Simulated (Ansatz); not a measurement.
## MoS2: single point with PBE

Slab: MoS2, a slab with vacuum.

```
S Mo
1.0
     3.18413    0.00000    0.00000
    -1.59206    2.75753    0.00000
     0.00000    0.00000   35.43725
S Mo
4 2
Cartesian
  0.0000 1.8384 7.5000
  0.0000 1.8384 10.6027
  0.0000 1.8384 24.8346
  0.0000 1.8384 27.9372
  0.0000 0.0000 9.0513
  0.0000 0.0000 26.3859
```

The cell isn't the ideal one: the (0 0 1) slab of MoS2, cut from the database cell, not relaxed.

```
Program             : Ansatz 0.2.0
Task                : single point
Functional          : PBE
Potentials or basis : Ansatz PAW
Cutoff              : 420 eV (not typed: the program's choice for these potentials)
k mesh              : 10 × 10 × 1
Occupations         : fermi-dirac, width 0.05 eV
Spin                : no spin polarisation
```

| Property | Result |
| --- | --- |
| Largest force | 0.217 eV/Å |
| Band gap on the k mesh | 1.73 eV, indirect (least direct gap 1.92 eV) |
| Work function of the upper face | 5.07 eV |
| Work function of the lower face | 5.07 eV |
| Dipole across the slab | 0.000 e·Å |

Forces on the atoms (eV/Å):
```
S    0.000  0.000 -0.217
Mo   0.000  0.000  0.000
S    0.000  0.000  0.217
S    0.000  0.000 -0.217
Mo   0.000  0.000  0.000
S    0.000  0.000  0.217
```

Levels at points of the mesh, in eV from the valence-band top:
```tsv
k point	band 24	band 25	band 26	band 27	band 28	band 29
(0.00, 0.00, 0.00)	-1.59	0.00	0.00	2.72	2.72	2.72
(0.00, -0.50, 0.00)	-1.05	-0.67	-0.67	2.18	2.18	2.71
```

It took 4.5 s on 4 threads of Arm Neoverse V1 (shared host), peak memory 0.64 GiB.
